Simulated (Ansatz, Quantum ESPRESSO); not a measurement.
# One calculation of MgS, 3 ways

```
S Mg
1.0
     4.03462    0.00000    0.00000
    -2.01731    3.49409    0.00000
     0.00000    0.00000    6.43229
S Mg
2 2
Cartesian
  2.0173 1.1647 5.6556
  0.0000 2.3294 2.4394
  0.0000 2.3294 6.4050
  2.0173 1.1647 3.1888
```

The cell comes from a database or a generator and needn't be the stable form of this composition.

Alike in all runs: task band structure; functional PBEsol; k mesh 8 × 8 × 4; occupations fermi-dirac, width 0.05 eV; no spin polarisation; no spin-orbit coupling. Pressure is positive in compression and, in plane waves, holds the error of the finite cutoff, which Ansatz's Pulay term estimates and takes out. Gaps are the smaller of the mesh's and the band path's.

```tsv
program and potentials	plane-wave cutoff (eV)	notes	band gap (eV)	pressure (GPa)
Ansatz, Ansatz PAW	420	potentials made for PBE, which Ansatz adapts in part	3.27	-0.31
Ansatz, all-electron LAPW, scalar-relativistic	-	-	3.27	-0.33
Quantum ESPRESSO, GBRV 1.5 PBEsol	612	-	3.27	-0.41
```

Force on atom 4 (Mg), eV/Å:

| program and potentials | x | y | z |
| --- | --- | --- | --- |
| Ansatz, Ansatz PAW | 0.000 | 0.000 | 0.045 |
| Ansatz, all-electron LAPW, scalar-relativistic | 0.000 | 0.000 | 0.045 |
| Quantum ESPRESSO, GBRV 1.5 PBEsol | 0.000 | 0.000 | 0.045 |

All agree on the band gap. The pressure spans -0.41 (Quantum ESPRESSO, GBRV 1.5 PBEsol) to -0.31 GPa (Ansatz, Ansatz PAW), with all-electron results at -0.33.

Differences between rows come from potentials, basis sets and numerical settings, since the functional is the same but for its coding. Runs on potential files found faulty are left out.
